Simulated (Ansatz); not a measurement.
Input and command of a calculation in Ansatz (plane waves; scalar-relativistic PAW potentials unless the input names others):

```yaml
crystal:
  lattice:
    - [3.0043167213, 0.0, 0.0]
    - [-1.5021583607, 2.7244131955, 0.0]
    - [0.0, 0.0, 23.5674572586]
  atoms:
    - { symbol: W, position: [0.3333333333, 0.6666666667, 0.6345758579] }
    - { symbol: W, position: [0.6666666667, 0.3333333333, 0.3654241421] }
    - { symbol: S, position: [0.3333333333, 0.6666666667, 0.2989469828] }
    - { symbol: S, position: [0.6666666667, 0.3333333333, 0.5680493466] }
    - { symbol: S, position: [0.3333333333, 0.6666666667, 0.4319506534] }
    - { symbol: S, position: [0.6666666667, 0.3333333333, 0.7010530172] }
basis:
  ecutwfc: 420
kpoints:
  mp_grid: { grid: [12, 12, 2] }
hamiltonian:
  xc: gga
scf:
  occupations: { method: gaussian, width: 0.05 }
  max_iter: 60
output:
  forces: true
  eigenvalues: true
  stress: true
```

```bash
ansatz run input.yaml --threads 1 --pin off --max-ram 2560MiB --backend cpu --events-out ev --progress --plain --runs-dir out
```

Problem. What is wrong with this input?

Solution. The program refuses it, because of an unknown functional (hamiltonian.xc: "pbesol" → "gga"). With the sound run's settings it is accepted.

Abridged log:
```
Error: YAML parse error: error: line 18 column 7: hamiltonian.xc: unknown variant `gga`, expected one of `lda`, `lda-pw`, `pw92`, `pbe`, `pbesol`, `rpbe`, `revpbe`, `blyp`, `pbe0`, `revpbe0`, `b3lyp`, `b3lyp5`, `hse06`, `wpbeh`, `hiss`, `lc_wpbe`, `cam_b3lyp`, `hf`, `r2scan`, `r2scanh`, `r2scan0`, `r2scan50`, `mr2scan`
  --> <input>:18:7
   |
16 |   mp_grid: { grid: [12, 12, 2] }
17 | hamiltonian:
18 |   xc: gga
   |       ^ hamiltonian.xc: unknown variant `gga`, expected one of `lda`, `lda-pw`, `pw92`, `pbe`, `pbesol`, `rpbe`, `revpbe`, `blyp`, `pbe0`, `revpbe0`, `b3lyp`, `b3lyp5`, `hse06`, `wpbeh`, `hiss`, `lc_wpbe`, `cam_b3lyp`, `hf`, `r2scan`, `r2scanh`, `r2scan0`, `r2scan50`, `mr2scan`
19 | scf:
20 |   occupations: { method: gaussian, width: 0.05 }
   |
```